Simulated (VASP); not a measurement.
# MoS2 (Fm-3m) in VASP: a series of runs

Aim: see how the results for MoS2 move with the level of theory and the settings. Levels: PBE, r2SCAN. Tasks: single point.

Everything below comes from runs of VASP 6.6.1. Logs are shortened: lines on timing, memory, paths and dates and some standing lists are left out, and cuts for length are marked.

## 1. The crystal as given

The structure is cubic, space group Fm-3m (No. 225). The conventional cell has a = 5.865 Å, b = 5.865 Å, c = 5.865 Å, α = 90.00°, β = 90.00°, γ = 90.00°. Mo (site symmetry m-3m) has 8 S at 2.54 Å as nearest neighbours. S (site symmetry -43m) is surrounded by 4 Mo at 2.54 Å.

The cell was built by a generator and needn't be a form met in nature.

## 2. Single point, PBE

File INCAR:

```
SYSTEM = MoS2
  ALGO = Normal
  EDIFF = 1E-6
  ENCUT = 520
  GGA = PE
  ISIF = 2
  ISMEAR = -1
  LASPH = .TRUE.
  LCHARG = .FALSE.
  LREAL = .FALSE.
  LWAVE = .FALSE.
  NBANDS = 20
  NELM = 80
  PREC = Accurate
  SIGMA = 0.02
```

File KPOINTS:

```
k-points
0
G
  6 6 6
  0 0 0
```

File POSCAR:

```
MoS2
1.0
    0.0000000000      2.9323968606      2.9323968606
    2.9323968606      0.0000000000      2.9323968606
    2.9323968606      2.9323968606      0.0000000000
Mo S
1 2
Direct
    0.0000000000      0.0000000000      0.0000000000
    0.2500000000      0.2500000000      0.2500000000
    0.7500000000      0.7500000000      0.7500000000
```

Potentials or basis: VASP PAW PBE potentials, release 64 (Mo_sv, S).

Started as:

```
$ cat potpaw_PBE.64/Mo_sv/POTCAR potpaw_PBE.64/S/POTCAR > POTCAR
$ mpirun -np 1 vasp_std > vasp.out
```

OUTCAR:

```text
SYSTEM = MoS2
   EDIFF = 1E-6
   ENCUT = 520
   GGA = PE
   ISIF = 2
   ISMEAR = -1
   LASPH = .TRUE.
   LREAL = .FALSE.
   NELM = 80
   PREC = Accurate

 ion  position               nearest neighbor table
   1  0.000  0.000  0.000-   3 2.54   3 2.54   3 2.54   2 2.54   3 2.54   2 2.54   2 2.54   2 2.54

   2  0.250  0.250  0.250-   1 2.54   1 2.54   1 2.54   1 2.54
   3  0.750  0.750  0.750-   1 2.54   1 2.54   1 2.54   1 2.54

  LATTYP: Found a face centered cubic cell.
 ALAT       =     5.8647937212

  Lattice vectors:

 A1 = (   0.0000000000,   2.9323968606,   2.9323968606)
 A2 = (   2.9323968606,   0.0000000000,   2.9323968606)
 A3 = (   2.9323968606,   2.9323968606,   0.0000000000)

Analysis of symmetry for initial positions (statically):
=====================================================================
 Subroutine PRICEL returns:
 Original cell was already a primitive cell.

 Routine SETGRP: Setting up the symmetry group for a
 face centered cubic supercell.

 Subroutine GETGRP returns: Found 48 space group operations
 (whereof 48 operations were pure point group operations)
 out of a pool of 48 trial point group operations.

The static configuration has the point symmetry O_h .

Analysis of symmetry for dynamics (positions and initial velocities):
=====================================================================
 Subroutine PRICEL returns:
 Original cell was already a primitive cell.

 Routine SETGRP: Setting up the symmetry group for a
 face centered cubic supercell.

 Subroutine GETGRP returns: Found 48 space group operations
 (whereof 48 operations were pure point group operations)
 out of a pool of 48 trial point group operations.

The dynamic configuration has the point symmetry O_h .

 Subroutine INISYM returns: Found 48 space group operations
 (whereof 48 operations are pure point group operations),
 and found     1 'primitive' translations

----------------------------------------------------------------------------------------

                                     Primitive cell

  volume of cell :      50.4311

  direct lattice vectors                    reciprocal lattice vectors
     0.000000000  2.932396861  2.932396861    -0.170508981  0.170508981  0.170508981
     2.932396861  0.000000000  2.932396861     0.170508981 -0.170508981  0.170508981
     2.932396861  2.932396861  0.000000000     0.170508981  0.170508981 -0.170508981

  length of vectors
[... 74 lines left out ...]
   NELM   =     80;   NELMIN=  2; NELMDL= -5     # of ELM steps
   EDIFF  = 0.1E-05   stopping-criterion for ELM
   LREAL  =      F    real-space projection
   EDIFFG = 0.1E-04   stopping-criterion for IOM
   NSW    =      0    number of steps for IOM
   IBRION =     -1    ionic relax: 0-MD 1-quasi-New 2-CG
   NFREE  =      0    steps in history (QN), initial steepest desc. (CG)
   ISIF   =      2    stress and relaxation
   ISYM   =      2    0-nonsym 1-usesym 2-fastsym
   POTIM  = 0.5000    time-step for ionic-motion
   TEBEG  =    0.0;   TEEND  =   0.0 temperature during run
   PSTRESS=    0.0 pullay stress
   NELECT =      26.0000    total number of electrons
   NUPDOWN=      -1.0000    fix difference up-down
   EMIN   =  10.00;   EMAX   =-10.00  energy-range for DOS
   EFERMI =   0.00;   METHOD = LEGACY
   ISMEAR =    -1;   SIGMA  =   0.02  broadening in eV -4-tet -1-fermi 0-gaus
   EFERMI_NEDOS =   21; number of points for ismear=-14 and -15
   IALGO  =     38    algorithm
   IMIX   =      4    mixing-type and parameters
     AMIX     =   0.40;   BMIX     =  1.00
     AMIX_MAG =   1.60;   BMIX_MAG =  1.00
  volume/ion in A,a.u.               =      16.81       113.44
  Fermi-wavevector in a.u.,A,eV,Ry     =   1.312703  2.480649 23.445418  1.723190
  Thomas-Fermi vector in A             =   2.443077
   LORBIT       =      0    0 simple, 1 ext, 2 COOP (PROOUT), +10 PAW based schemes
   GGA     = PE    functional components
   LHFCALC =     F    Hartree Fock is set to
   AEXX    =    0.0000 exact exchange contribution
   IVDW    =     0    specifies the selected vdW correction
   LEPSILON=     F    determine dielectric tensor
   LRPA    =     F    only Hartree local field effects (RPA)
 non-spin polarized calculation
  energy-cutoff  :      520.00
  volume of cell :       50.43
 maximum number of plane-waves:      1380
   NGX = 15   NGY = 15   NGZ = 15

 number of electron      25.9999997 magnetization

 Free energy of the ion-electron system (eV)
  ---------------------------------------------------
  ext. energy  EPLUGINS =         0.00000000
  ---------------------------------------------------
  free energy    TOTEN  =       -19.59501493 eV

  energy without entropy =      -19.58592448  energy(sigma->0) =      -19.59046970

 E-fermi :   8.3574     XC(G=0): -11.2537

 val. band max:        8.3438225028   @ k =   0.3333   0.0000   0.0000
 cond. band min:       8.3717906149   @ k =   0.5000   0.3333   0.0000
 fundamental gap:      0.0279681121
 Fermi energy:         8.3574298391

 k-point     1 :       0.0000    0.0000    0.0000
  band No.  band energies     occupation
      1     -52.7306      2.00000
      2     -26.8177      2.00000
      3     -26.8177      2.00000
      4     -26.8177      2.00000
      5      -6.9719      2.00000
      6      -2.4033      2.00000
[... 357 lines left out ...]
     19      16.4749      0.00000
     20      16.7332      0.00000

------------------------ aborting loop because EDIFF is reached ----------------------------------------

  FORCE on cell =-STRESS in cart. coord.  units (eV):
  Direction    XX          YY          ZZ          XY          YZ          ZX
  --------------------------------------------------------------------------------------
  -------------------------------------------------------------------------------------
  Total        0.2571819      0.2571819      0.2571819      0.0000000      0.0000000      0.0000000
  in kB        8.1705770      8.1705770      8.1705770      0.0000000      0.0000000      0.0000000
  external PRESSURE =       8.1705770 kB  Pullay stress =       0.0000000 kB

 VOLUME and BASIS-vectors are now :
 -----------------------------------------------------------------------------
  energy-cutoff  :      520.00
  volume of cell :       50.43
      direct lattice vectors                 reciprocal lattice vectors
     0.000000000  2.932396861  2.932396861    -0.170508981  0.170508981  0.170508981
     2.932396861  0.000000000  2.932396861     0.170508981 -0.170508981  0.170508981
     2.932396861  2.932396861  0.000000000     0.170508981  0.170508981 -0.170508981

 POSITION                                       TOTAL-FORCE (eV/Angst)
 -----------------------------------------------------------------------------------
      0.00000      0.00000      0.00000        -0.000000     -0.000000     -0.000000
      1.46620      1.46620      1.46620         0.000000      0.000000      0.000000
      4.39860      4.39860      4.39860        -0.000000     -0.000000     -0.000000
 -----------------------------------------------------------------------------------
    total drift:                                0.000000     -0.000000      0.000000

  FREE ENERGIE OF THE ION-ELECTRON SYSTEM (eV)
  ---------------------------------------------------
  free  energy   TOTEN  =       -19.5950149298 eV

  energy  without entropy=      -19.5859244771  energy(sigma->0) =      -19.59046970
```

stdout:

```text
POSCAR found type information on POSCAR MoS
 POSCAR found :  2 types and       3 ions
 scaLAPACK will be used
 LDA part: xc-table for (Slater+PW92), standard interpolation
 POSCAR, INCAR and KPOINTS ok, starting setup
 FFT: planning ... GRIDC
 FFT: planning ... GRID_SOFT
 FFT: planning ... GRID
 WAVECAR not read
 entering main loop
```

It took 14 s on 1 thread of Intel Xeon Platinum 8488C (Sapphire Rapids), shared host; peak memory 0.18 GiB.

What came out:

| Item | Value |
| --- | --- |
| Free energy | -19.5950 eV |
| Pressure | 0.8 GPa |
| Band gap on the k mesh | none (metal or under the smearing width) |

## 3. Single point, r2SCAN

POSCAR is that of step 2.

File INCAR.step1:

```
ALGO     = Normal         # electronic algorithm
EDIFF    = 1E-4           # SCF threshold, eV
ENCUT    = 520            # plane-wave cutoff, eV
GGA      = PE             # functional
ISMEAR   = -1             # smearing method
LASPH    = True           # aspherical terms in the spheres
LCHARG   = False          # write CHGCAR
LREAL    = False          # projectors in reciprocal space
LWAVE    = True           # write WAVECAR
NBANDS   = 20             # bands
NELM     = 80             # most SCF steps
PREC     = Accurate       # precision mode
SIGMA    = 0.02           # smearing width, eV
```

File INCAR.step2:

```
ALGO     = Normal         # electronic algorithm
EDIFF    = 1E-7           # SCF threshold, eV
ENCUT    = 520            # plane-wave cutoff, eV
ISIF     = 2              # what is computed and relaxed
ISMEAR   = -1             # smearing method
ISTART   = 1            
LASPH    = True           # aspherical terms in the spheres
LCHARG   = False          # write CHGCAR
LMIXTAU  = True         
LREAL    = False          # projectors in reciprocal space
LWAVE    = False          # write WAVECAR
METAGGA  = R2SCAN         # meta-GGA
NBANDS   = 20             # bands
NELM     = 80             # most SCF steps
PREC     = Accurate       # precision mode
SIGMA    = 0.02           # smearing width, eV
```

File KPOINTS:

```
k-points
0
Gamma
  6 6 6
```

Potentials or basis: VASP PAW PBE potentials, release 64 (Mo_sv, S).

Started as:

```
$ cat potpaw_PBE.64/Mo_sv/POTCAR potpaw_PBE.64/S/POTCAR > POTCAR
$ cp INCAR.step1 INCAR
$ mpirun -np 1 vasp_std > vasp.out
$ cp INCAR.step2 INCAR
$ mpirun -np 1 vasp_std > vasp.out
```

It took 45 s on 1 thread of Intel Xeon Platinum 8488C (Sapphire Rapids), shared host; peak memory 0.17 GiB.

The run converged. Its results:

```
Free energy            : -42.6304 eV
Pressure               : 0.4 GPa
Band gap on the k mesh : none (metal or under the smearing width)
```

Levels at points of the mesh, in eV from the Fermi level:
```tsv
k point	band 9	band 10	band 11	band 12	band 13	band 14	band 15	band 16	band 17	band 18
(0.00, 0.00, 0.00)	-6.35	-0.98	-0.98	-0.59	-0.59	-0.59	4.40	4.40	4.40	5.50
(0.50, 0.00, 0.00)	-3.90	-3.15	-3.11	-3.11	-0.48	-0.48	1.73	4.11	4.11	7.23
(0.50, 0.50, 0.00)	-5.31	-2.65	-2.65	-0.64	0.08	0.93	1.86	3.64	3.64	6.06
```

Caveat: the PAW data sets were made with another functional, which shifts forces and pressure a little.

## 4. Single point, PBE

File INCAR:

```
PREC = Accurate
ENCUT = 520
EDIFF = 1E-6
ISMEAR = -1
SIGMA = 0.02
LREAL = False
LASPH = True
NELM = 100
ALGO = Normal
ISIF = 2
LWAVE = False
LCHARG = False
GGA = PE
NBANDS = 20
```

File KPOINTS:

```
regular mesh
0
Gamma
  6 6 6
```

POSCAR is that of step 3.

Potentials or basis: VASP PAW PBE potentials, release 64 (Mo_sv, S).

Started as:

```
$ cat potpaw_PBE.64/Mo_sv/POTCAR potpaw_PBE.64/S/POTCAR > POTCAR
$ mpirun -np 1 vasp_std > vasp.out
```

OUTCAR:

```text
PREC = Accurate
   ENCUT = 520
   EDIFF = 1E-6
   ISMEAR = -1
   LREAL = False
   LASPH = True
   NELM = 100
   ISIF = 2
   GGA = PE

 ion  position               nearest neighbor table
   1  0.000  0.000  0.000-   3 2.54   3 2.54   3 2.54   2 2.54   3 2.54   2 2.54   2 2.54   2 2.54

   2  0.250  0.250  0.250-   1 2.54   1 2.54   1 2.54   1 2.54
   3  0.750  0.750  0.750-   1 2.54   1 2.54   1 2.54   1 2.54

  LATTYP: Found a face centered cubic cell.
 ALAT       =     5.8647937212

  Lattice vectors:

 A1 = (   0.0000000000,   2.9323968606,   2.9323968606)
 A2 = (   2.9323968606,   0.0000000000,   2.9323968606)
 A3 = (   2.9323968606,   2.9323968606,   0.0000000000)

Analysis of symmetry for initial positions (statically):
=====================================================================
 Subroutine PRICEL returns:
 Original cell was already a primitive cell.

 Routine SETGRP: Setting up the symmetry group for a
 face centered cubic supercell.

 Subroutine GETGRP returns: Found 48 space group operations
[... 153 lines left out ...]
  ---------------------------------------------------
  free energy    TOTEN  =       -19.59501493 eV

  energy without entropy =      -19.58592448  energy(sigma->0) =      -19.59046970

 E-fermi :   8.3574     XC(G=0): -11.2537

 val. band max:        8.3438225028   @ k =   0.3333   0.0000   0.0000
 cond. band min:       8.3717906149   @ k =   0.5000   0.3333   0.0000
 fundamental gap:      0.0279681121
 Fermi energy:         8.3574298391

 k-point     1 :       0.0000    0.0000    0.0000
  band No.  band energies     occupation
      1     -52.7306      2.00000
      2     -26.8177      2.00000
      3     -26.8177      2.00000
      4     -26.8177      2.00000
      5      -6.9719      2.00000
      6      -2.4033      2.00000
[... 357 lines left out ...]
     19      16.4749      0.00000
     20      16.7332      0.00000

------------------------ aborting loop because EDIFF is reached ----------------------------------------

  FORCE on cell =-STRESS in cart. coord.  units (eV):
  Direction    XX          YY          ZZ          XY          YZ          ZX
  --------------------------------------------------------------------------------------
  -------------------------------------------------------------------------------------
  Total        0.2571819      0.2571819      0.2571819      0.0000000      0.0000000      0.0000000
  in kB        8.1705770      8.1705770      8.1705770      0.0000000      0.0000000      0.0000000
  external PRESSURE =       8.1705770 kB  Pullay stress =       0.0000000 kB

 VOLUME and BASIS-vectors are now :
 -----------------------------------------------------------------------------
  energy-cutoff  :      520.00
  volume of cell :       50.43
      direct lattice vectors                 reciprocal lattice vectors
     0.000000000  2.932396861  2.932396861    -0.170508981  0.170508981  0.170508981
     2.932396861  0.000000000  2.932396861     0.170508981 -0.170508981  0.170508981
     2.932396861  2.932396861  0.000000000     0.170508981  0.170508981 -0.170508981

 POSITION                                       TOTAL-FORCE (eV/Angst)
 -----------------------------------------------------------------------------------
      0.00000      0.00000      0.00000        -0.000000     -0.000000     -0.000000
      1.46620      1.46620      1.46620         0.000000      0.000000      0.000000
      4.39860      4.39860      4.39860        -0.000000     -0.000000     -0.000000
 -----------------------------------------------------------------------------------
    total drift:                                0.000000     -0.000000      0.000000

  FREE ENERGIE OF THE ION-ELECTRON SYSTEM (eV)
  ---------------------------------------------------
  free  energy   TOTEN  =       -19.5950149298 eV

  energy  without entropy=      -19.5859244771  energy(sigma->0) =      -19.59046970
```

OSZICAR:

```text
N       E                     dE             d eps       ncg     rms          rms(c)
DAV:   1     0.180372512673E+03    0.18037E+03   -0.13498E+04   640   0.123E+03
DAV:   2    -0.129458464473E+02   -0.19332E+03   -0.18837E+03   764   0.318E+02
DAV:   3    -0.210600158705E+02   -0.81142E+01   -0.79466E+01   780   0.580E+01
DAV:   4    -0.211730506866E+02   -0.11303E+00   -0.11293E+00   748   0.712E+00
DAV:   5    -0.211750568915E+02   -0.20062E-02   -0.20061E-02   812   0.898E-01    0.192E+01
DAV:   6    -0.204403544078E+02    0.73470E+00   -0.21048E+01   648   0.209E+01    0.950E+00
DAV:   7    -0.196713343463E+02    0.76902E+00   -0.89185E+00   664   0.129E+01    0.669E+00
DAV:   8    -0.195963531203E+02    0.74981E-01   -0.49215E-01   712   0.404E+00    0.129E+00
DAV:   9    -0.195955634259E+02    0.78969E-03   -0.78739E-03   728   0.633E-01    0.448E-01
DAV:  10    -0.195950966982E+02    0.46673E-03   -0.98633E-03   728   0.571E-01    0.127E-01
DAV:  11    -0.195949925679E+02    0.10413E-03   -0.13933E-03   728   0.211E-01    0.331E-02
DAV:  12    -0.195950159665E+02   -0.23399E-04   -0.54712E-05   744   0.410E-02    0.129E-02
DAV:  13    -0.195950148291E+02    0.11374E-05   -0.12564E-05   792   0.141E-02    0.642E-03
DAV:  14    -0.195950149298E+02   -0.10072E-06   -0.43862E-07   472   0.461E-03
   1 F= -.19595015E+02 E0= -.19590470E+02  d E =-.909045E-02
```

Run time: 12 s. Hardware: 1 thread of Intel Xeon Platinum 8488C (Sapphire Rapids), shared host; peak memory 0.17 GiB.

Results:

- Free energy: -19.5950 eV
- Pressure: 0.8 GPa
- Band gap on the k mesh: none (metal or under the smearing width)
